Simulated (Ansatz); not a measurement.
**W: a surface, (110), 5 layers**

Aim: cut a slab of W (110), 5 layers from the relaxed bulk, relax it, and get surface energy and work function. The runs shown use LAPW. Companion runs by PAW are cited. Its runs: bulk in the slab's orientation (LAPW); the reference run (LAPW); atoms relaxed (LAPW); no images along the normal (LAPW); field of 0.5 V/Å along the normal (LAPW).

Program: Ansatz 0.2.0. Level of theory: DFT, PBEsol, all-electron LAPW, scalar-relativistic. These are calculated values, not measurements.

## 1. The starting structure

The structure is cubic, space group Im-3m (No. 229). Conventional cell: a = 3.154 Å, b = 3.154 Å, c = 3.154 Å, α = 90.00°, β = 90.00°, γ = 90.00°. Around W (site symmetry m-3m) lie 8 W at 2.73 Å.

Structure file:

```cif
data_structure
_symmetry_space_group_name_H-M 'P 1'
_symmetry_Int_Tables_number 1
_cell_length_a 2.7314
_cell_length_b 2.7314
_cell_length_c 4.4603
_cell_angle_alpha 90.000
_cell_angle_beta 90.000
_cell_angle_gamma 109.471
_cell_volume 31.37
loop_
_atom_site_label
_atom_site_type_symbol
_atom_site_fract_x
_atom_site_fract_y
_atom_site_fract_z
_atom_site_occupancy
W1 W 0.00000 0.00000 0.00000 1
W2 W 0.50000 0.50000 0.50000 1
```

Atoms are numbered in the order of the input: W1, W2.

## 2. Bulk in the slab's orientation, LAPW

input.yaml

```yaml
crystal:
  lattice:
    - [-1.5769517519, 1.5769517519, 1.5769517519]
    - [1.5769517519, -1.5769517519, 1.5769517519]
    - [3.1539035038, 3.1539035038, 0.0]
  atoms:
    - { symbol: W, position: [0.0, 0.0, 0.0] }
    - { symbol: W, position: [0.5, 0.5, 0.5] }
kpoints:
  mp_grid: { grid: [14, 14, 8] }
scf:
  occupations: { method: fermi_dirac, width: 0.1 }
hamiltonian:
  xc: pbesol
  pseudopotentials: { kind: all_electron, lapw: { basis_error: 0.001 } }
output:
  forces: true
  stress: true
  eigenvalues: true
```

Command:

```sh
ansatz run input.yaml --threads 2 --pin off --max-ram 4096MiB --backend cpu --events-out ev --progress --plain --runs-dir out
```

The runs that follow: Slab as cut, LAPW; Atoms relaxed, LAPW; No images along the normal, LAPW; Field of 0.5 V/Å along the normal, LAPW.

Before running it: what results should come out? Wanted: surface energy; work function; outer layer spacing; core-level shifts among the layers (for each run or level that gives them).

**Answer**, as computed:

```
                                      quantity                            value
                surface energy (LAPW, relaxed)                        3.55 J/m²
                 work function (LAPW, relaxed)                          4.87 eV
                    outer layer spacing (LAPW)                    2.23 → 2.15 Å
                 surface energy (PAW, relaxed)                        3.56 J/m²
                  work function (PAW, relaxed)                          4.87 eV
                     outer layer spacing (PAW)                    2.23 → 2.15 Å
core-level shifts among the layers (PAW holes)  W1 +0.00, W2 +0.31, W3 +0.26 eV
```

By LAPW the surface costs 3.62 J/m² as cut and 3.55 J/m² relaxed. The outermost spacing changes by -3.6 % (LAPW). The field of 0.5 V/Å along the normal induces a dipole of 0.247 e·Å per cell (LAPW). The outermost spacing changes by -3.6 % (PAW). The field of 0.5 V/Å along the normal induces a dipole of 0.247 e·Å per cell (PAW). Thickness wasn't converged, and no reconstruction was sought. Spin-orbit coupling is left out, though the cell holds W; in elements this heavy it can shift bands and gaps by tenths of an eV.
